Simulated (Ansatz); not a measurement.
# CoSi: which structure wins at one pressure, part 2 of 2

Which of rocksalt, CsCl, WC, NiAs, zincblende has the lowest enthalpy for CoSi at one common pressure? Methods of the runs shown: PAW.

Ansatz 0.2.0; DFT PBE; a cell built from a prototype (rocksalt type), not taken from measurement. The steps go on from the part before.

**9. More of the same log: WC relaxed under pressure, PAW files**

Output, continued:

```text
relax step  12: F+E_penalty+E_count = -5762.69896753 eV  Δ(F+E_penalty+E_count) = -2.504e-4 eV  max|allowed force component| = 2.313e-17 eV/Å  Δτ_max = 0.0000 Å  P = +0.046 GPa  Ω = 22.578 Å³  energy of the carried Pulay correction = +1.456e-3 eV  (6 SCF iters, dr2 threshold 2.00e-7 eV, accepted)
relax step  13: F+E_penalty+E_count = -5762.69896570 eV  Δ(F+E_penalty+E_count) = +1.833e-6 eV  max|allowed force component| = 1.480e-16 eV/Å  Δτ_max = 0.0000 Å  P = -0.003 GPa  Ω = 22.586 Å³  energy of the carried Pulay correction = +1.451e-3 eV  (6 SCF iters, dr2 threshold 1.20e-8 eV, accepted)
relax step  14: F+E_penalty+E_count = -5762.70837583 eV  Δ(F+E_penalty+E_count) = -9.410e-3 eV  max|allowed force component| = 1.249e-16 eV/Å  Δτ_max = 0.0000 Å  P = +0.826 GPa  Ω = 22.586 Å³  stress off target by 2.37e0 GPa  SCF on the basis re-selected at this cell (its energy is not comparable with the rows above)  (7 SCF iters)
relax step  15: F+E_penalty+E_count = -5762.70959187 eV  Δ(F+E_penalty+E_count) = -1.216e-3 eV  max|allowed force component| = 7.401e-17 eV/Å  Δτ_max = 0.0000 Å  P = +0.220 GPa  Ω = 22.607 Å³  energy of the carried Pulay correction = -9.350e-6 eV  (6 SCF iters, dr2 threshold 2.00e-7 eV, accepted)
relax step  16: F+E_penalty+E_count = -5762.70964417 eV  Δ(F+E_penalty+E_count) = -5.230e-5 eV  max|allowed force component| = 4.626e-17 eV/Å  Δτ_max = 0.0000 Å  P = -0.018 GPa  Ω = 22.623 Å³  energy of the carried Pulay correction = -1.801e-5 eV  (6 SCF iters, dr2 threshold 2.00e-7 eV, accepted)
relax step  17: F+E_penalty+E_count = -5762.70964749 eV  Δ(F+E_penalty+E_count) = -3.318e-6 eV  max|allowed force component| = 1.064e-16 eV/Å  Δτ_max = 0.0000 Å  P = +0.001 GPa  Ω = 22.619 Å³  energy of the carried Pulay correction = -1.573e-5 eV  (6 SCF iters, dr2 threshold 3.13e-9 eV, accepted)
iter 1 solved again at ethr=2.44e-7 eV; its pass at ethr=3.10e-3 eV (dr2=5.12e-5 eV) is discarded
SCF iter   1: F=—  HF=-5762.709657 eV  |F-HF|=—  |Δ(HF+E_count)|=         —  Δρ=2.85e-4  dr2=3.98e-7  ethr=2.44e-7  ⟨swp⟩=3.0  Hψ=21706  notcnv=0
SCF iter   2: F=—  HF=-5762.709669 eV  |F-HF|=—  |Δ(HF+E_count)|=   1.24e-5  Δρ=1.42e-4  dr2=9.97e-8  ethr=1.90e-9  ⟨swp⟩=1.5  Hψ=3285  notcnv=0
SCF iter   3: F=—  HF=-5762.709677 eV  |F-HF|=—  |Δ(HF+E_count)|=   7.73e-6  Δρ=4.95e-6  dr2=2.14e-9  ethr=4.75e-10  ⟨swp⟩=1.0  Hψ=2835  notcnv=0
SCF iter   4: F=—  HF=-5762.709677 eV  |F-HF|=—  |Δ(HF+E_count)|=   1.51e-9  Δρ=7.39e-7  dr2=8.06e-11  ethr=1.02e-11  ⟨swp⟩=2.0  Hψ=3480  notcnv=0
SCF iter   5: F=—  HF=-5762.709677 eV  |F-HF|=—  |Δ(HF+E_count)|=    0.00e0  Δρ=3.10e-7  dr2=1.28e-11  ethr=1.00e-12  ⟨swp⟩=1.0  Hψ=2840  notcnv=0
iter 6 did not close the SCF: its close was put off for the readings that it lacked (scf_convergence_deferred on its scf_iter line)
SCF iter   6: F=-5762.709677 eV  HF=-5762.709677 eV  |F-HF|=1.82e-12  |Δ(HF+E_count)|=  5.46e-12  Δρ=2.17e-8  dr2=6.87e-14  ethr=1.00e-12  ⟨swp⟩=1.0  Hψ=2835  notcnv=0
iter 7 did not close the SCF: its close was put off for the readings that it lacked (scf_convergence_deferred on its scf_iter line)
SCF iter   7: F=-5762.709677 eV  HF=-5762.709677 eV  |F-HF|=9.09e-13  |Δ(HF+E_count)|=  2.73e-12  Δρ=4.00e-9  dr2=2.94e-15  ethr=1.00e-12  ⟨swp⟩=1.0  Hψ=2835  notcnv=0
iter 8 did not close the SCF: its close was put off for the readings that it lacked (scf_convergence_deferred on its scf_iter line)
SCF iter   8: F=-5762.709677 eV  HF=-5762.709677 eV  |F-HF|=9.09e-13  |Δ(HF+E_count)|=  9.09e-13  Δρ=2.02e-9  dr2=4.57e-16  ethr=1.00e-12  ⟨swp⟩=1.0  Hψ=2835  notcnv=0
iter 9 did not close the SCF: its close was put off for the readings that it lacked (scf_convergence_deferred on its scf_iter line)
SCF iter   9: F=-5762.709677 eV  HF=-5762.709677 eV  |F-HF|=9.09e-13  |Δ(HF+E_count)|=    0.00e0  Δρ=2.41e-10  dr2=5.09e-18  ethr=1.00e-12  ⟨swp⟩=1.0  Hψ=2835  notcnv=0
SCF iter  10: F=-5762.709677 eV  HF=-5762.709677 eV  |F-HF|=0.00e0  |Δ(HF+E_count)|=  9.09e-13  Δρ=1.13e-10  dr2=2.17e-18  ethr=1.00e-12  ⟨swp⟩=1.7  Hψ=7033  notcnv=0
SCF 18 converged in 10 iterations: F = -5762.709677 eV  dr2 = 2.17e-18
relax step  18: F+E_penalty+E_count = -5762.70967709 eV  Δ(F+E_penalty+E_count) = -2.960e-5 eV  max|allowed force component| = 1.064e-16 eV/Å  Δτ_max = 0.0000 Å  P = +0.003 GPa  Ω = 22.619 Å³  stress off target by 1.38e-2 GPa  SCF on the basis re-selected at this cell (its energy is not comparable with the rows above)  (10 SCF iters)
basis re-selected at this cell: Δ(F+E_penalty+E_count) = -2.960e-5 eV, ΔP = +0.002 GPa vs the last step (what re-selecting the basis moved, of the pressure what is left beyond the Pulay correction that the steps carried, after the strain that the cell walked since its last selection, with what the two solves' SCF thresholds leave and, on support functions, any second-order correction that the steps lacked; it is no measure of the basis error at this ecutwfc). This SCF's stress stands 1.38e-2 GPa from its target on what of the cell is left free (relax.cell.stress_tol is 3.00e-2 GPa) and its largest allowed force component is 1.06e-16 eV/Å (relax.f_tol is 5.00e-3 eV/Å): within both
SCF converged after 10 iterations
Free energy (F): -5762.709677 eV
Harris-Foulkes:  -5762.709677 eV  (|F-HF|=0.00e0)
Internal energy: -5762.697815 eV  (E = F + TS)
E sigma→0 (E₀):  -5762.703746 eV
Entropy (-TS):   -0.011863 eV (-5.931 meV/atom)
Fermi energy:    16.105130 eV
--- Per-component energies (eV) ---
  E_band       = -249.849559
  E_kinetic    = 501.217728
  E_local      = -3636.735619  (includes V_loc(G=0)·N_el)
  E_nonlocal   = 481.662126
  E_hartree    = 1577.388484
  E_xc         = -216.727117
  E_vxc        = -255.421716  (∫ρ·V_xc dr)
  E_paw        = -2030.084815  (= ΣΔE_a)
  E_vpaw       = -495.349130  (= ΣTr[D̂ρ^β])
  E_aug_tail   = 0.000083  (compensation charges beyond the density's cutoff)
  E_ewald      = -2439.418685
  E_smearing   = -0.011863  (= −TS)
  E_closure    = -0.000000  (closes the sum)
  Σ components = -5762.709677   (vs F -5762.709677, Δ=0.00e0)
--- Forces (eV/Å), atoms counted from 1 ---
  atom   1  Co     0.00000000     0.00000000    -0.00000000
  atom   2  Si     0.00000000    -0.00000000     0.00000000
  max |Σ_I F_I| component: 5.55e-17 eV/Å
--- Stress (GPa, compression-positive) ---
       -0.002161      -0.000000      -0.000000
       -0.000000      -0.002161      -0.000000
       -0.000000      -0.000000       0.013259
  P = ⅓ Tr σ = 0.0030 GPa (0.030 kbar)
--- Band table (eV; the first three rows and the last of 189) ---
  k-point 0: bands = ["-78.7995", "-42.3625", "-41.9467", "-41.9467", "2.3964", "12.0997", "13.7150", "14.3327", "14.3327", "14.9271", "14.9271", "20.2577", "25.5254", "25.5254", "27.4573"]
  k-point 1: bands = ["-78.7995", "-42.3627", "-41.9467", "-41.9467", "2.4623", "11.7829", "13.7477", "14.3378", "14.3378", "14.9093", "14.9093", "20.6460", "25.5775", "25.5775", "27.4797"]
  k-point 2: bands = ["-78.7994", "-42.3635", "-41.9467", "-41.9467", "2.6563", "11.0059", "13.8116", "14.3520", "14.3520", "14.8607", "14.8607", "21.6642", "25.7067", "25.7067", "27.5688"]
  k-point 188: bands = ["-78.7874", "-42.3521", "-42.0144", "-42.0125", "10.0761", "10.6885", "12.1482", "12.2191", "13.8570", "14.6720", "17.4369", "17.7496", "18.3730", "19.3466", "19.7539"]
--- Relaxed structure (16 steps of the walk, 16 accepted, 2 SCFs on fresh bases) ---
  F+E_penalty+E_count = -5762.70967709 eV   max|allowed force component| = 1.064e-16 eV/Å   (the final SCF, on the basis selected at the relaxed cell)
  cell:  # Å, volume = 22.6193 Å³
    - [2.7360355789031563, 2.5458739794811194e-11, 0.0]
    - [-1.368017789473626, 2.369476316975467, 0.0]
    - [0.0, 0.0, 3.4890271677652045]
  atoms:
    - { symbol: Co, position: [0.0, -3.7007434155248937e-17, 0.0] }
    - { symbol: Si, position: [0.33333333333333326, 0.6666666666666665, 0.49999999999999994] }
```

It took 2.4 min on 1 thread of Arm Neoverse V1, shared host; peak memory 0.38 GiB.

Step by step:

```tsv
step	energy from step 1 (eV/cell)	largest force component (eV/Å)	pressure (GPa)	volume (Å³)
1	0.0000	0.0000	-7.86	25.34
2	-0.0250	0.0000	-3.53	24.65
3	-0.0308	0.0000	0.33	24.10
4	-0.0308	0.0000	0.01	24.14
5	-0.0311	0.0000	-0.33	24.16
6	-0.0325	0.0000	-0.76	24.17
7	-0.0420	0.0000	-1.90	24.19
8	-0.0963	0.0000	-4.90	24.19
9	-0.1992	0.0000	-4.62	23.55
10	-0.2299	0.0000	1.67	22.20
11	-0.2422	0.0000	0.18	22.53
12	-0.2424	0.0000	0.05	22.58
13	-0.2424	0.0000	0.00	22.59
14	-0.2518	0.0000	0.83	22.59
15	-0.2531	0.0000	0.22	22.61
16	-0.2531	0.0000	-0.02	22.62
17	-0.2531	0.0000	0.00	22.62
18	-0.2531	0.0000	0.00	22.62
```

Step 1 is the start. Steps 14, 18 repeat the geometry before on a plane-wave basis chosen anew for that cell, so the energy can jump there without any move; the table keeps such jumps.

| input's cell | before | after | change |
| --- | --- | --- | --- |
| a (Å) | 3.102 | 2.736 | -11.8 % |
| b (Å) | 3.102 | 2.736 | -11.8 % |
| c (Å) | 3.040 | 3.489 | +14.8 % |
| volume (Å³/atom) | 12.67 | 11.31 | -10.7 % |

Result: pressure 0.00 GPa; no gap.

**10. NiAs relaxed under pressure, PAW**

File input.yaml:

```yaml
crystal:
  lattice:
    - [3.3548153425, 0.0, 0.0]
    - [-1.6774076713, 2.9053553116, 0.0]
    - [0.0, 0.0, 5.1999637809]
  atoms:
    - { symbol: Co, position: [0.0, 0.0, 0.0] }
    - { symbol: Co, position: [0.0, 0.0, 0.5] }
    - { symbol: Si, position: [0.3333333333, 0.6666666667, 0.25] }
    - { symbol: Si, position: [0.6666666667, 0.3333333333, 0.75] }
kpoints:
  mp_grid: { grid: [11, 11, 6] }
scf:
  occupations: { method: fermi_dirac, width: 0.05 }
hamiltonian:
  xc: pbe
  pseudopotentials: { kind: paw }
output:
  forces: true
  stress: true
  eigenvalues: true
  write_density: true
  write_potential: true
  elf: true
  volumetric_format: npy
relax:
  f_tol: 0.005
  max_steps: 40
  cell: { p_target: -0.00054, stress_tol: 0.03 }
```

The run is started by

```console
$ ansatz run input.yaml --threads 1 --pin off --max-ram 3584MiB --backend cpu --events-out ev --progress --plain --runs-dir out
```

What it wrote, shortened:

```text
[...]
[... 4 set-up lines as earlier in the session ...]
[...]
Crystal: 4 atoms, lattice volume = 50.684 Å³
Basis set: ecut = 420 eV, 977 PW (Γ), exchange–correlation on 48×48×72 points (8 copies of the dense FFT grid, shifted against one another)
Bands: 26, of which v1, the nominal top of the filled ones, is band 21 counted from 1 (20 counted from 0)
Symmetry: 24 space group operations
Space group: P63/mmc (ITA 194), of the structure as read, at distance tolerance 3.7e-5 Å
k-points: 64 of 726
[...]
SCF iter   1: F=—  HF=-11525.347273 eV  |F-HF|=—  |Δ(HF+E_count)|=         —  Δρ=7.91e-3  dr2=8.40e-3  ethr=1.77e-3  ⟨swp⟩=5.4  Hψ=7241  notcnv=0
[...]
relax step   1: F+E_penalty+E_count = -11525.34440944 eV  Δ(F+E_penalty+E_count) = +0.000e0 eV  max|allowed force component| = 3.701e-17 eV/Å  Δτ_max = 0.0000 Å  P = -4.040 GPa  Ω = 50.684 Å³  (6 SCF iters, dr2 threshold 1.00e-7 eV, accepted)
[...]
relax step   3: F+E_penalty+E_count = -11525.38623066 eV  Δ(F+E_penalty+E_count) = -5.998e-3 eV  max|allowed force component| = 4.626e-17 eV/Å  Δτ_max = 0.0000 Å  P = +0.192 GPa  Ω = 49.660 Å³  energy of the carried Pulay correction = +5.154e-4 eV  (6 SCF iters, dr2 threshold 4.00e-7 eV, accepted)
[...]
relax step   4: F+E_penalty+E_count = -11525.38635799 eV  Δ(F+E_penalty+E_count) = -1.273e-4 eV  max|allowed force component| = 3.701e-17 eV/Å  Δτ_max = 0.0000 Å  P = -0.027 GPa  Ω = 49.705 Å³  energy of the carried Pulay correction = +4.927e-4 eV  (6 SCF iters, dr2 threshold 4.00e-7 eV, accepted)
[...]
SCF iter   1: F=—  HF=-11525.386362 eV  |F-HF|=—  |Δ(HF+E_count)|=         —  Δρ=1.32e-5  dr2=6.47e-8  ethr=1.36e-10  ⟨swp⟩=3.7  Hψ=9296  notcnv=0
```

**11. The log goes on: NiAs relaxed under pressure, PAW files**

Output, continued, shortened:

```text
[...]
SCF iter   2: F=—  HF=-11525.386361 eV  |F-HF|=—  |Δ(HF+E_count)|=   4.15e-7  Δρ=6.23e-6  dr2=2.20e-8  ethr=1.36e-10  ⟨swp⟩=2.0  Hψ=2317  notcnv=0
[...]
relax step   5: F+E_penalty+E_count = -11525.38636145 eV  Δ(F+E_penalty+E_count) = -3.460e-6 eV  max|allowed force component| = 6.476e-17 eV/Å  Δτ_max = 0.0000 Å  P = -0.006 GPa  Ω = 49.700 Å³  energy of the carried Pulay correction = +4.956e-4 eV  (6 SCF iters, accepted)
[...]
relax step   6: F+E_penalty+E_count = -11525.38604122 eV  Δ(F+E_penalty+E_count) = +3.202e-4 eV  max|allowed force component| = 6.476e-17 eV/Å  Δτ_max = 0.0000 Å  P = -0.006 GPa  Ω = 49.700 Å³  stress off target by 2.54e-2 GPa  SCF on the basis re-selected at this cell (its energy is not [...]
SCF converged after 6 iterations
Free energy (F): -11525.386041 eV
[...]
E sigma→0 (E₀):  -11525.376159 eV
Entropy (-TS):   -0.019765 eV (-4.941 meV/atom)
[...]
--- Stress (GPa, compression-positive) ---
        0.004486       0.000000      -0.000000
        0.000000       0.004486      -0.000000
       -0.000000      -0.000000      -0.025968
  P = ⅓ Tr σ = -0.0057 GPa (-0.057 kbar)
--- Band table (eV; the first three rows and the last of 64) ---
[... band rows left out ...]
[...]
--- Relaxed structure (5 steps of the walk, 5 accepted, 1 SCFs on fresh bases) ---
  F+E_penalty+E_count = -11525.38604122 eV   max|allowed force component| = 6.476e-17 eV/Å   (the final SCF, on the basis selected at the relaxed cell)
  cell:  # Å, volume = 49.7000 Å³
    - [3.37990255699925, 2.9083335479183933e-11, 0.0]
    - [-1.689951278524812, 2.927081476662791, 0.0]
    - [0.0, 0.0, 5.023624214620713]
  atoms:
    - { symbol: Co, position: [-1.0503057996317404e-34, 8.41451224511931e-35, 7.535272682346998e-40] }
    - { symbol: Co, position: [-1.1166781398452336e-34, 9.497749877385811e-35, 0.5] }
    - { symbol: Si, position: [0.33333333333333326, 0.6666666666666665, 0.25] }
    - { symbol: Si, position: [0.6666666666666665, 0.33333333333333326, 0.75] }
```

It took 28 s on 1 thread of Arm Neoverse V1, shared host; peak memory 0.37 GiB.

Relaxation path:

```tsv
step	energy from step 1 (eV/cell)	largest force component (eV/Å)	pressure (GPa)	volume (Å³)
1	0.0000	0.0000	-4.04	50.68
2	-0.0358	0.0000	-1.62	50.08
3	-0.0418	0.0000	0.19	49.66
4	-0.0419	0.0000	-0.03	49.71
5	-0.0420	0.0000	-0.01	49.70
6	-0.0416	0.0000	-0.01	49.70
```

Step 1 is the start. Step 6 repeats the geometry before on a plane-wave basis chosen anew for that cell, so the energy can jump there without any move; the table keeps such jumps.

| input's cell | before | after | change |
| --- | --- | --- | --- |
| a (Å) | 3.355 | 3.380 | +0.7 % |
| b (Å) | 3.355 | 3.380 | +0.7 % |
| c (Å) | 5.200 | 5.024 | -3.4 % |
| volume (Å³/atom) | 12.67 | 12.42 | -1.9 % |

In short: pressure -0.01 GPa; no gap.

**12. Zincblende relaxed under pressure, PAW**

File input.yaml:

```yaml
crystal:
  lattice:
    - [0.0, 2.4774019895, 2.4774019895]
    - [2.4774019895, 0.0, 2.4774019895]
    - [2.4774019895, 2.4774019895, 0.0]
  atoms:
    - { symbol: Co, position: [0.0, 0.0, 0.0] }
    - { symbol: Si, position: [0.25, 0.25, 0.25] }
kpoints:
  mp_grid: { grid: [13, 13, 13] }
scf:
  occupations: { method: fermi_dirac, width: 0.05 }
hamiltonian:
  xc: pbe
  pseudopotentials: { kind: paw }
output:
  forces: true
  stress: true
  eigenvalues: true
  write_density: true
  write_potential: true
  elf: true
  volumetric_format: npy
relax:
  f_tol: 0.005
  max_steps: 40
  cell: { p_target: -0.00054, stress_tol: 0.03 }
```

The run is started by

```console
$ ansatz run input.yaml --threads 1 --pin off --max-ram 3584MiB --backend cpu --events-out ev --progress --plain --runs-dir out
```

What it wrote, shortened:

```text
[...]
[... 4 set-up lines as earlier in the session ...]
[...]
Crystal: 2 atoms, lattice volume = 30.410 Å³
Basis set: ecut = 420 eV, 609 PW (Γ), exchange–correlation on 48×48×48 points (8 copies of the dense FFT grid, shifted against one another)
Bands: 15, of which v1, the nominal top of the filled ones, is band 11 counted from 1 (10 counted from 0)
[... 1 set-up line as earlier in the session ...]
Space group: F-43m (ITA 216), of the structure as read, at distance tolerance 3.1e-5 Å
k-points: 84 of 2197 (time reversal used)
[...]
SCF iter   1: F=—  HF=-5761.145571 eV  |F-HF|=—  |Δ(HF+E_count)|=         —  Δρ=5.67e-3  dr2=7.98e-3  ethr=1.77e-3  ⟨swp⟩=5.6  Hψ=6822  notcnv=0
[...]
relax step   1: F+E_penalty+E_count = -5761.14491884 eV  Δ(F+E_penalty+E_count) = +0.000e0 eV  max|allowed force component| = 7.864e-17 eV/Å  Δτ_max = 0.0000 Å  P = +10.150 GPa  Ω = 30.410 Å³  (8 SCF iters, dr2 threshold 1.00e-7 eV, accepted)
[...]
relax step   3: F+E_penalty+E_count = -5761.21697768 eV  Δ(F+E_penalty+E_count) = -1.224e-2 eV  max|allowed force component| = 1.156e-17 eV/Å  Δτ_max = 0.0000 Å  P = +0.384 GPa  Ω = 32.762 Å³  energy of the carried Pulay correction = -1.058e-3 eV  (6 SCF iters, dr2 threshold 2.00e-7 eV, accepted)
[...]
relax step   4: F+E_penalty+E_count = -5761.21706456 eV  Δ(F+E_penalty+E_count) = -8.688e-5 eV  max|allowed force component| = 1.937e-17 eV/Å  Δτ_max = 0.0000 Å  P = +0.017 GPa  Ω = 32.869 Å³  energy of the carried Pulay correction = -1.104e-3 eV  (6 SCF iters, dr2 threshold 2.00e-7 eV, accepted)
[...]
SCF iter   6: F=—  HF=-5761.218996 eV  |F-HF|=—  |Δ(HF+E_count)|=   3.51e-8  Δρ=1.26e-6  dr2=6.55e-10  ethr=4.56e-11  ⟨swp⟩=1.0  Hψ=1260  notcnv=0
```

**13. The log goes on: zincblende relaxed under pressure, PAW files**

Output, continued, shortened:

```text
SCF iter   7: F=—  HF=-5761.218996 eV  |F-HF|=—  |Δ(HF+E_count)|=  1.93e-10  Δρ=3.74e-7  dr2=4.46e-11  ethr=3.12e-12  ⟨swp⟩=2.0  Hψ=1731  notcnv=0
[...]
relax step   5: F+E_penalty+E_count = -5761.21899556 eV  Δ(F+E_penalty+E_count) = -1.931e-3 eV  max|allowed force component| = 1.764e-17 eV/Å  Δτ_max = 0.0000 Å  P = +0.156 GPa  Ω = 32.869 Å³  stress off target by 1.56e-1 GPa  SCF on the basis re-selected at this cell (its energy is not [...]
relax step   6: F+E_penalty+E_count = -5761.21900014 eV  Δ(F+E_penalty+E_count) = -4.579e-6 eV  max|allowed force component| = 1.070e-17 eV/Å  Δτ_max = 0.0000 Å  P = +0.005 GPa  Ω = 32.914 Å³  energy of the carried Pulay correction = -1.825e-5 eV  (6 SCF iters, dr2 threshold 6.10e-8 eV, accepted)
[...]
        0.004766       0.000000       0.000000
        0.000000       0.004766       0.000000
        0.000000       0.000000       0.004766
  P = ⅓ Tr σ = 0.0048 GPa (0.048 kbar)
--- Band table (eV; the first three rows and the last of 84) ---
  k-point 0: bands = ["-85.2200", "-48.5494", "-48.5494", "-48.5494", "-0.8585", "6.7474", "6.7474", "6.7474", "8.0420", "8.0420", "15.4997", "15.4997", "15.4997", "16.7632", "16.7632"]
[...]
--- Relaxed structure (5 steps of the walk, 5 accepted, 2 SCFs on fresh bases) ---
  F+E_penalty+E_count = -5761.21902095 eV   max|allowed force component| = 8.963e-18 eV/Å   (the final SCF, on the basis selected at the relaxed cell)
  cell:  # Å, volume = 32.9144 Å³
    - [9.177640798313117e-34, 2.5436195725078417, 2.5436195725078417]
    - [2.5436195725078417, 5.500101922880478e-33, 2.5436195725078417]
    - [2.5436195725078417, 2.5436195725078417, 7.168214269997415e-34]
  atoms:
    - { symbol: Co, position: [5.287933097417096e-34, 1.44952530541755e-34, -8.186983708252195e-34] }
    - { symbol: Si, position: [0.25, 0.25, 0.25] }
```

Run time: 32 s. Hardware: 1 thread of Arm Neoverse V1, shared host; peak memory 0.35 GiB.

The steps of the relaxation:

```tsv
step	energy from step 1 (eV/cell)	largest force component (eV/Å)	pressure (GPa)	volume (Å³)
1	0.0000	0.0000	10.15	30.41
2	-0.0598	0.0000	3.94	31.81
3	-0.0721	0.0000	0.38	32.76
4	-0.0721	0.0000	0.02	32.87
5	-0.0741	0.0000	0.16	32.87
6	-0.0741	0.0000	0.01	32.91
7	-0.0741	0.0000	0.00	32.91
```

Step 1 is the start. Steps 5, 7 repeat the geometry before on a plane-wave basis chosen anew for that cell, so the energy can jump there without any move; the table keeps such jumps.

| input's cell | before | after | change |
| --- | --- | --- | --- |
| a (Å) | 3.504 | 3.597 | +2.7 % |
| b (Å) | 3.504 | 3.597 | +2.7 % |
| c (Å) | 3.504 | 3.597 | +2.7 % |
| volume (Å³/atom) | 15.21 | 16.46 | +8.2 % |

Result: pressure 0.00 GPa; no gap.

**14. All runs together**

Enthalpy per atom, H = F + pV at p = -0.00054 GPa, from each method's lowest phase:

```
method       start  space group, start → end  volume (Å³/atom)  pressure (GPa)  enthalpy (meV/atom)
   PAW    rocksalt             Fm-3m → Fm-3m            12.671             0.0                492.4
   PAW        CsCl             Pm-3m → Pm-3m            10.742             0.0                  0.0
   PAW          WC             P-6m2 → P-6m2            11.310             0.0                 18.9
   PAW        NiAs       P6_3/mmc → P6_3/mmc            12.425             0.0                 27.3
   PAW  zincblende             F-43m → F-43m            16.457             0.0                764.2
```

**15. What came out**

The summary covers parts 1 to 2.

```
    quantity                         value
    pressure                  -0.00054 GPa
lowest (PAW)  CsCl, 18.9 meV/atom under WC
```

By PAW the order is CsCl < WC < NiAs < rocksalt < zincblende. Only these structures were tried, with electrons smeared by 0.05 eV and without vibrations, so the true ground state may be another. The k meshes differ between phases and weren't tested, which can move differences by some meV. Spin polarisation is left out here, though a magnetic state may lie well lower.
